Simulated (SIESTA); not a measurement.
As under changes of volume

One of the cells (22.882 Å³/atom); the others are scaled copies at fixed shape and fractional positions:

```
As
1.0
     1.83709   -5.53642    0.00000
     1.83709    5.53642    0.00000
     0.00000    0.00000    4.49960
As
4
Direct
  0.39000 0.61000 0.56000
  0.89000 0.11000 0.94000
  0.61000 0.39000 0.44000
  0.11000 0.89000 0.06000
```

This isn't the form of As at room conditions, which is rhombohedral.

```yaml
Program: SIESTA 5.4.2
Functional: PBEsol
Potentials_or_basis: PseudoDojo 0.4 standard (PBEsol files)
Basis: DZP (energy shift 0.003 Ry; two zetas on semicore shells)
Grid_cutoff: 500 Ry
Energy_shift: 0.003 Ry
k_mesh: 8 × 8 × 6
Occupations: fermi-dirac, width 0.05 eV
Spin: no spin polarisation
```

```csv
volume (Å³/atom),energy over the lowest point (meV/atom),pressure (GPa),largest force (eV/Å)
21.088,?,?,?
21.536,26.35,5.5,0.885
21.985,13.42,3.8,0.682
22.882,0.62,0.9,0.326
23.331,0.00,-0.4,0.160
23.780,2.75,-1.5,0.024
```

Question: What does the run at 21.088 Å³/atom give?

Answer: Energy over the lowest point 44.37 meV/atom; pressure 7.4 GPa; largest force 1.113 eV/Å.

Worked out: A Birch-Murnaghan fit of order 3 (a polynomial in V^(-2/3)) to the other rows has its minimum at 23.19 Å³/atom with B0 = V·E''(V) = 64 GPa and B' = 3.8 at fixed shape and positions, which overstates the stiffness. It gives 44.18 meV/atom at 21.088 Å³/atom, against the run's 44.37, and -dE/dV = 7.3 GPa, against 7.4.

Energies are extrapolated to zero smearing.

Caveats: the basis of atomic orbitals isn't converged, which shifts pressures, moduli and gaps; forces of over 1 eV/Å show positions far from the minimum, so gaps and moduli don't describe the material at rest (some runs).
